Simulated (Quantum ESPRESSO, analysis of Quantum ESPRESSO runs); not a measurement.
# Na-H pair in ZnO: local vibrational mode against experiment (Quantum ESPRESSO)

How near does this set-up come to the measured local vibrational mode? Subject: Na-H pair in ZnO. Set-up: PBE, GBRV 1.5 PBE, 32-site cell, PBE lattice, k: the single point 1/4 1/4 1/4, SCF cut short. The model is a cell of 32 host atoms with Na put on another atom's site and H put in between. The frequencies come from force constants among the defect atom and its neighbours, with the masses of the isotopes named.

Measured beforehand: O-H stretch, 1H: 3304 cm⁻¹ at 9 K, by FTIR absorption (“Critical increase in Na-doping facilitates acceptor band movements that yields ~180 meV shallow hole conduction in ZnO bulk crystals”, 2017, pmc:5341155). The runs below try to reproduce this.

Calculated with Quantum ESPRESSO 7.5; Quantum ESPRESSO plane-wave DFT, PBE, GBRV 1.5 PBE potentials; relaxation of all atoms of a defect supercell.

### Step 1. Starting point

The cell holds 33 atoms: 15 Zn, 16 O, 1 Na and 1 H. Its edges and angles: a = 6.562 Å, b = 6.562 Å, c = 10.593 Å, α = 90.0°, β = 90.0°, γ = 120.0°. It derives from ZnO (space group P6_3mc). Nearest the centre at fractional (0.333, 0.667, 0.642): O15 at 0.50 Å, Na14 at 1.49 Å, H33 at 1.49 Å, Zn13 at 2.20 Å, Zn5 at 2.21 Å, Zn29 at 2.22 Å, O28 at 2.86 Å, O12 at 2.87 Å.

The host's primitive cell comes from a first run (Quantum ESPRESSO plane-wave DFT, PBE, GBRV 1.5 PBE potentials; relaxation of cell and atoms of a defect-free cell): vectors of 3.281, 3.281 and 5.297 Å. That is 12.34 Å³ an atom, 3.7 % over the diffraction cell's volume. The supercell is built on it.

### Step 2. Relaxation, charge 0

Every later number rests on the structure around the defect, so the atoms are relaxed at the host's lattice first.

Input file pw.in:

```
&CONTROL
  calculation = 'relax'
  prefix = 'pwscf'
  outdir = './tmp'
  pseudo_dir = './pseudo'
  tprnfor = .true.
  disk_io = 'low'
  nstep = 70
  forc_conv_thr = 0.00039
  etot_conv_thr = 0.0001
/
&SYSTEM
  ibrav = 0
  nat = 33
  ntyp = 4
  ecutwfc = 45
  ecutrho = 360
  nbnd = 207
  occupations = 'smearing'
  smearing = 'fd'
  degauss = 0.00073499
  nosym = .true.
/
&ELECTRONS
  conv_thr = 3d-08
  electron_maxstep = 3
  mixing_beta = 0.5
/
&IONS
  ion_dynamics = 'bfgs'
/
ATOMIC_SPECIES
Zn    65.3800 zn_pbe_v1.uspp.F.UPF
O     15.9990 o_pbe_v1.2.uspp.F.UPF
Na    22.9898 na_pbe_v1.5.uspp.F.UPF
H      1.0080 h_pbe_v1.4.uspp.F.UPF
CELL_PARAMETERS angstrom
   6.5616149739    0.0000000000    0.0000000000
  -3.2808074869    5.6825253113    0.0000000000
   0.0000000000    0.0000000000   10.5930620368
ATOMIC_POSITIONS crystal
Zn     0.1691067696    0.3336514775    0.2512291354
Zn     0.3322295512    0.1677284434   -0.0014997627
O      0.3324128001    0.1691132526    0.1897970443
O      0.1649413825    0.3298463334    0.4392605160
Zn     0.1696917378    0.3349215122    0.7509524023
Zn     0.3308995127    0.1649535395    0.5013172671
O      0.3320252219    0.1656185254    0.6912521884
O      0.1647995059    0.3313069823    0.9380662369
Zn     0.1662510491    0.8327679982    0.2518502021
Zn     0.3328605109    0.6634123159    0.0000640487
O      0.3356955029    0.6700276980    0.1898847392
O      0.1664939649    0.8319928571    0.4377981800
Zn     0.1691766351    0.8331186232    0.7509492224
Na     0.3317167930    0.6653069519    0.5016304548
O      0.3367641209    0.6687004493    0.6891441149
O      0.1641001730    0.8341284469    0.9396251197
Zn     0.6694902379    0.3359133127    0.2491243294
Zn     0.8364849687    0.1670252859   -0.0003827968
O      0.8298693272    0.1651035300    0.1891991538
O      0.6643329182    0.3315368673    0.4381580796
Zn     0.6632573730    0.3323217951    0.7501770411
Zn     0.8358132301    0.1668932519    0.5011721122
O      0.8326069387    0.1646616779    0.6879742221
O      0.6665139843    0.3354094143    0.9408507871
Zn     0.6649570219    0.8299469210    0.2494742124
Zn     0.8312825492    0.6653526291   -0.0015354384
O      0.8322503403    0.6664418887    0.1877308115
O      0.6653203726    0.8353887591    0.4390846589
Zn     0.6674010250    0.8349127118    0.7516754194
Zn     0.8344792011    0.6643822961    0.5002215623
O      0.8316277120    0.6659989718    0.6911640175
O      0.6642885643    0.8340035823    0.9387349383
H      0.3346039970    0.6654687883    0.7832592633
K_POINTS crystal
1
0.25 0.25 0.25 1.0
```

Launch:

```bash
$ OMP_NUM_THREADS=1 mpirun -n 4 pw.x -in pw.in > pw.out
```

The program printed:

```text
This program is part of the open-source Quantum ESPRESSO suite
     for quantum simulation of materials; please cite
         "P. Giannozzi et al., J. Phys.:Condens. Matter 21 395502 (2009);
         "P. Giannozzi et al., J. Phys.:Condens. Matter 29 465901 (2017);
         "P. Giannozzi et al., J. Chem. Phys. 152 154105 (2020);
          URL
     in publications or presentations arising from this work. More details at

     Subspace diagonalization in iterative solution of the eigenvalue problem:
     one sub-group per band group will be used
     scalapack distributed-memory algorithm (size of sub-group:  2*  2 procs)

     --------------------
     sticks:   dense  smooth     PW     G-vecs:    dense   smooth      PW
     Min         953     478    127                76821    27187    3813
     Max         955     479    128                76822    27189    3820
     Sum        3817    1915    511               307285   108751   15267

     Using Slab Decomposition

     bravais-lattice index     =            0
     lattice parameter (alat)  =      12.3997  a.u.
     unit-cell volume          =    2665.4481 (a.u.)^3
     number of atoms/cell      =           33
     number of atomic types    =            4
     number of electrons       =       406.00
     number of Kohn-Sham states=          207
     kinetic-energy cutoff     =      45.0000  Ry
     charge density cutoff     =     360.0000  Ry
     scf convergence threshold =      3.0E-08
     mixing beta               =       0.5000
     number of iterations used =            8  plain     mixing
     energy convergence thresh.=      1.0E-04
     force convergence thresh. =      3.9E-04
     Exchange-correlation=  SLA  PW   PBX  PBC
                           (   1   4   3   4   0   0   0)
     nstep                     =           70

     celldm(1)=  12.399655  celldm(2)=   0.000000  celldm(3)=   0.000000
     celldm(4)=   0.000000  celldm(5)=   0.000000  celldm(6)=   0.000000

     crystal axes: (cart. coord. in units of alat)
               a(1) = (   1.000000   0.000000   0.000000 )
               a(2) = (  -0.500000   0.866025   0.000000 )
               a(3) = (   0.000000   0.000000   1.614399 )

     reciprocal axes: (cart. coord. in units 2 pi/alat)
               b(1) = (  1.000000  0.577350 -0.000000 )
               b(2) = (  0.000000  1.154701  0.000000 )
               b(3) = (  0.000000 -0.000000  0.619426 )

     PseudoPot. # 1 for Zn read from file:
     zn_pbe_v1.uspp.F.UPF
     Pseudo is Ultrasoft, Zval = 20.0
     Generated by new atomic code, or converted to UPF format
     Using radial grid of  943 points,  6 beta functions with:
                l(1) =   0
                l(2) =   0
                l(3) =   1
[...]
Q(r) pseudized with  8 coefficients,  rinner =    1.100   1.100   1.100
[...]
1.250   1.250

     PseudoPot. # 4 for H  read from file:
     h_pbe_v1.4.uspp.F.UPF
     Pseudo is Ultrasoft, Zval =  1.0
     Generated by new atomic code, or converted to UPF format
     Using radial grid of  615 points,  2 beta functions with:
                l(1) =   0
                l(2) =   0
     Q(r) pseudized with  8 coefficients,  rinner =    0.700

     atomic species   valence    mass     pseudopotential
     Zn               20.00    65.38000     Zn( 1.00)
     O                 6.00    15.99900     O ( 1.00)
     Na                9.00    22.98980     Na( 1.00)
     H                 1.00     1.00800     H ( 1.00)

     No symmetry found

   Cartesian axes

     site n.     atom                  positions (alat units)
         1        Zn     tau(   1) = (   0.0022810   0.2889507   0.4055840  )
         2        Zn     tau(   2) = (   0.2483653   0.1452571  -0.0024212  )
         3        O      tau(   3) = (   0.2478562   0.1464564   0.3064081  )
         4        O      tau(   4) = (   0.0000182   0.2856553   0.7091416  )
         5        Zn     tau(   5) = (   0.0022310   0.2900505   1.2123365  )
[...]
7        O      tau(   7) = (   0.2492160   0.1434299   1.1159566  )
[...]
14        Na     tau(  14) = (  -0.0009367   0.5761727   0.8098315  )
[...]
29        Zn     tau(  29) = (   0.2499447   0.7230556   1.2135037  )
        30        Zn     tau(  30) = (   0.5022881   0.5753720   0.8075570  )
        31        O      tau(  31) = (   0.4986282   0.5767720   1.1158142  )
        32        O      tau(  32) = (   0.2472868   0.7222683   1.5154924  )
        33        H      tau(  33) = (   0.0018696   0.5763129   1.2644927  )

     number of k points=     1  Fermi-Dirac smearing, width (Ry)=  0.0007
                       cart. coord. in units 2pi/alat
        k(    1) = (   0.2500000   0.4330127   0.1548564), wk =   2.0000000

     Dense  grid:   307285 G-vectors     FFT dimensions: (  75,  75, 125)

     Smooth grid:   108751 G-vectors     FFT dimensions: (  54,  54,  90)

     Check: negative core charge=   -0.000002

     Initial potential from superposition of free atoms

     starting charge     405.9916, renormalised to     406.0000
     Starting wfcs are  265 randomized atomic wfcs

     Self-consistent Calculation

     iteration #  1     ecut=    45.00 Ry     beta= 0.50
     Davidson diagonalization with overlap
     ethr =  1.00E-02,  avg # of iterations =  2.0

     total energy              =   -7534.62774339 Ry
     estimated scf accuracy    <       7.68300466 Ry

     iteration #  2     ecut=    45.00 Ry     beta= 0.50
     Davidson diagonalization with overlap
     ethr =  1.89E-03,  avg # of iterations =  3.0

     total energy              =   -7536.79374612 Ry
     estimated scf accuracy    <       4.14904323 Ry

     iteration #  3     ecut=    45.00 Ry     beta= 0.50
     Davidson diagonalization with overlap
     ethr =  1.02E-03,  avg # of iterations =  2.0

     total energy              =   -7537.52972632 Ry
     estimated scf accuracy    <       0.16423703 Ry

     End of self-consistent calculation

     convergence NOT achieved after   3 iterations: stopping

=------------------------------------------------------------------------------=
   JOB DONE.
=------------------------------------------------------------------------------=
```

The job ended after 18 s (4 MPI ranks of Arm Neoverse V1, shared host; peak memory 1 GiB).

No converged result was reached; the numbers in the log don't describe the system.

### Step 3. Outcome

The local vibrational mode was not obtained, because the step “relaxation, charge 0” did not converge; the cause lies in the set-up: too few SCF iterations.

[Logs are printed without paths, hosts, clocks, repeated set-up lines and the standing remarks that a program may print on its own settings, such as how far it seeks lower states.]

[Hosts, paths, dates, database ids (printed as entryN), source tags and the programs' standing remarks are cut or masked in the printed files.]

[For some hosts the program warned that the k-mesh of the response run may be too coarse for force constants and the static dielectric constant; such warnings are not shown here.]
